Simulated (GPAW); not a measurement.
Crystal: Nd.

```
CELL_PARAMETERS angstrom
3.65700 0.00000 0.00000
-1.82850 3.16705 0.00000
0.00000 0.00000 5.90200
ATOMIC_POSITIONS crystal
Nd 0.66667 0.33333 0.75000
Nd 0.33333 0.66667 0.25000
```

This isn't the form of Nd at room conditions, which is double hcp.

```yaml
Program: GPAW 26.7.0
Task: relaxation of cell and atoms
Functional: mBEEF
Potentials_or_basis: GPAW PAW data sets (gpaw-data 1.2.1)
Cutoff: 800 eV
Basis: pw
k_mesh: 5 × 5 × 3
Occupations: fermi-dirac, width 0.05 eV
Spin: collinear spin, ferromagnetic start
Starting_moments: "[3.0, 3.0] μB"
```

At the start: pressure 0.2 GPa; volume 34.18 Å³/atom.

Problem. How do energy, volume and symmetry change on relaxing?

Solution. Over 9 steps the energy falls by 31.9 meV/atom and the volume is 33.49 Å³/atom (-2.0 %); space group P6_3/mmc (No. 194, to 0.05 Å); moment 11.28 μB per cell.

The path:
```
step  energy change (eV)  largest force (eV/Å)  pressure (GPa)  volume (Å³)
   1              0.0000                0.0003            0.21        68.36
   2              0.0000                0.0002            0.19        68.42
   3              0.0019                0.0001           -0.26        69.74
   4              0.0020                0.0001           -0.27        69.77
   5             -0.0021                0.0006           -0.38        69.72
   6             -0.0614                0.0023           -0.55        68.61
   7             -0.0623                0.0022           -0.26        67.73
   8             -0.0586                0.0020            0.91        65.02
   9             -0.0639                0.0021            0.00        66.98
```

Final structure:
```
CELL_PARAMETERS angstrom
3.35185 0.00000 0.00000
-1.67593 2.90279 0.00000
0.00000 0.00000 6.88423
ATOMIC_POSITIONS crystal
Nd 0.66667 0.33333 0.74989
Nd 0.33333 0.66667 0.25011
```

Caveat: the k mesh is coarse (spacing up to 0.40 Å⁻¹), so the values aren't converged; one-centre terms of the f shell are cut off; the magnetic or orbital state may not be the lowest; each step starts from the last one's moments, so a moment once lost doesn't come back; later steps reuse the first step's grids; the PAW data sets were made with another functional, which shifts forces and pressure a little.
